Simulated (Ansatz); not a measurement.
W, diamond: how the functional moves the structure

All rows: Ansatz, plane waves with scalar-relativistic PAW, 420 eV (500 eV for the SCAN forms), relaxed under each functional, no dispersion correction, no zero-point motion. B₀ comes from uniform scaling at fixed shape; a dash is a value not given.

```tsv
functional	V (Å³/atom)	cell	B₀ (GPa)	magnetic state	ΔE to bcc (meV/atom)
PBE	24.80	a = 5.832 Å	120	spin not included	2656
r²SCAN	24.28	a = 5.792 Å	125	spin not included	2842
PBEsol	23.87	a = 5.758 Å	130	spin not included	2828
revPBE	25.12	a = 5.858 Å	116	spin not included	2620
RPBE	25.25	a = 5.868 Å	115	spin not included	2606
BLYP	25.87	a = 5.915 Å	109	spin not included	1998
```

PBEsol gives the smallest volume and BLYP the largest.
